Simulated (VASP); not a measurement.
MnO:

```
Mn O
1.0
     0.00000    2.22200    2.22200
     2.22200    0.00000    2.22200
     2.22200    2.22200    0.00000
Mn O
1 1
Direct
  0.00000 0.00000 0.00000
  0.50000 0.50000 0.50000
```

Program: VASP 6.6.1. Alike in all runs: task single point; level PBE0(alpha); potentials or basis VASP PAW PBE potentials, release 64 (Mn_pv, O); spin collinear, ferromagnetic start; cell as given; k mesh 5 × 5 × 5; cutoff (eV) 520; smearing fermi-dirac 0.05 eV; the mesh is coarse, so values aren't converged.

Task: Order these runs on this cell by their band gap on the k mesh, lowest first.
A. share of exact exchange 0.15
B. share of exact exchange 0.1
C. share of exact exchange 0.05
D. share of exact exchange 0.5
E. share of exact exchange 0.3

Result: C (metal), B (0.51 eV), A (1.07 eV), E (2.76 eV), D (5.05 eV).

Caveats: all runs use coarse meshes; a cell with one magnetic atom can't hold antiferromagnetic order, which such compounds often take; an odd mesh through Γ misses points on the zone boundary, where band edges often lie (some runs).
